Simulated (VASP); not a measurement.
Here is a VASP 6.6.1 calculation.

Contents of POSCAR:

```
GaN
1.0
    0.0000000000      2.2491150714      2.2491150714
    2.2491150714      0.0000000000      2.2491150714
    2.2491150714      2.2491150714      0.0000000000
Ga N
1 1
Direct
    0.0000000000      0.0000000000      0.0000000000
    0.2500000000      0.2500000000      0.2500000000
```

File INCAR.step1:

```
SYSTEM = GaN
PREC = Accurate ; ENCUT = 520
EDIFF = 1E-5 ; ISMEAR = 0
SIGMA = 0.01 ; LREAL = .False.
LASPH = .True. ; NELM = 100
ALGO = Normal ; ISIF = 2
LWAVE = .True. ; NBANDS = 16
GGA = PE
```

Contents of INCAR.step2:

```
SYSTEM = GaN
PREC = Accurate ; ENCUT = 520
EDIFF = 1E-6 ; ISMEAR = 0
SIGMA = 0.01 ; LREAL = .False.
LASPH = .True. ; NELM = 100
ALGO = Normal ; ISIF = 2
LWAVE = .False. ; LCHARG = .True.
GGA = PE ; LHFCALC = .True.
HFSCREEN = 0.2079 ; PRECFOCK = Normal
LELF = .True. ; LVHAR = .True.
NBANDS = 16 ; ISTART = 1
```

File KPOINTS:

```
Automatic mesh
0
Gamma
  6 6 6
  0 0 0
```

Potentials or basis: VASP PAW PBE potentials, release 64 (Ga_d, N).

The run is started by

```console
$ cat potpaw_PBE.64/Ga_d/POTCAR potpaw_PBE.64/N/POTCAR > POTCAR
$ cp INCAR.step1 INCAR
$ mpirun -np 1 vasp_std > vasp.out
$ cp INCAR.step2 INCAR
$ mpirun -np 1 vasp_std > vasp.out
```

Problem. What does it give for the band gap on the k mesh?

Solution. 3.02 eV, direct.

Problem. What does it give for the pressure?

Solution. -0.1 GPa.

Caveat: the PAW data sets were made with another functional, which shifts forces and pressure a little.
